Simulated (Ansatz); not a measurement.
## Contact densities of KI against volume

```
K I
1.0
     0.00000    3.52455    3.52455
     3.52455    0.00000    3.52455
     3.52455    3.52455    0.00000
K I
1 1
Direct
  0.00000 0.00000 0.00000
  0.50000 0.50000 0.50000
```

Atom numbers follow the list: K1, I2.

The cell is COD entry 9009735, as deposited and not checked against the literature; nothing was relaxed.

Spin–orbit coupling is left out, though it moves levels of the heavy atoms by tenths of an eV or more.

Computed with DFT, PBE, all-electron PAW with datasets made for the crystal, scalar-relativistic (Ansatz 0.2.0).

Settings: a Γ-centred 8×8×8 k mesh, Fermi–Dirac smearing of 0.01 eV, cutoff 200 eV (chosen by the program for this cell), no spin polarisation.

The contact density is the mean electron density over the nuclear volume; its changes set Mössbauer isomer shifts. Changes below are taken from the unscaled cell, where it is 34807.6 e/Å³ at K1, 1.60372e+06 e/Å³ at I2.

```json
{"V/V(cell)": "0.9405", "P (GPa)": "1.7", "Δρ(0) K1 (e/Å³)": "0.19", "Δρ(0) I2 (e/Å³)": "?"}
{"V/V(cell)": "1.0000", "P (GPa)": "0.7", "Δρ(0) K1 (e/Å³)": "0.00", "Δρ(0) I2 (e/Å³)": "0.00"}
{"V/V(cell)": "1.0600", "P (GPa)": "0.0", "Δρ(0) K1 (e/Å³)": "?", "Δρ(0) I2 (e/Å³)": "?"}
```

Problem. What belongs in the row "1.0600", column "Δρ(0) I2 (e/Å³)"?

Solution. 0.61.

Problem. What belongs in the row "0.9405", column "Δρ(0) I2 (e/Å³)"?

Solution. -0.60.

Problem. What belongs in the row "1.0600", column "Δρ(0) K1 (e/Å³)"?

Solution. -0.17.

The datasets are made afresh for each cell, so very small changes are uncertain. Scalar relativity leaves out the p1/2 density at heavy nuclei.
